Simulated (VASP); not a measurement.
A run of VASP 6.6.1 is set up as follows.

Contents of INCAR:

```
PREC = Accurate
ENCUT = 500
EDIFF = 1E-7
ISMEAR = -1
SIGMA = 0.05
LREAL = F
LASPH = T
NELM = 60
ALGO = Normal
ISIF = 2
LWAVE = F
LCHARG = F
GGA = PS
LEFG = T
```

File KPOINTS:

```
regular mesh
0
Gamma
  13 13 7
```

Contents of POSCAR:

```
Ti
1.0
    2.9500000000      0.0000000000      0.0000000000
   -1.4750000000      2.5547749412      0.0000000000
    0.0000000000      0.0000000000      4.6800000000
Ti
2
Direct
    0.3333333333      0.6666666667      0.2500000000
    0.6666666667      0.3333333333      0.7500000000
```

Potentials or basis: VASP PAW PBE potentials, release 64 (Ti).

Launch:

```bash
$ cat potpaw_PBE.64/Ti/POTCAR > POTCAR
$ mpirun -np 1 vasp_std > vasp.out
```

Q: What does it give for the band gap on the k mesh?

A: None (metal or under the smearing width).

Q: What does it give for the pressure?

A: -7.1 GPa.

Stress tensor (GPa, compression positive):
```
-7.00  0.00  0.00
 0.00 -7.00  0.00
 0.00  0.00 -7.35
```

Caveat: the PAW data sets were made with another functional, which shifts forces and pressure a little.
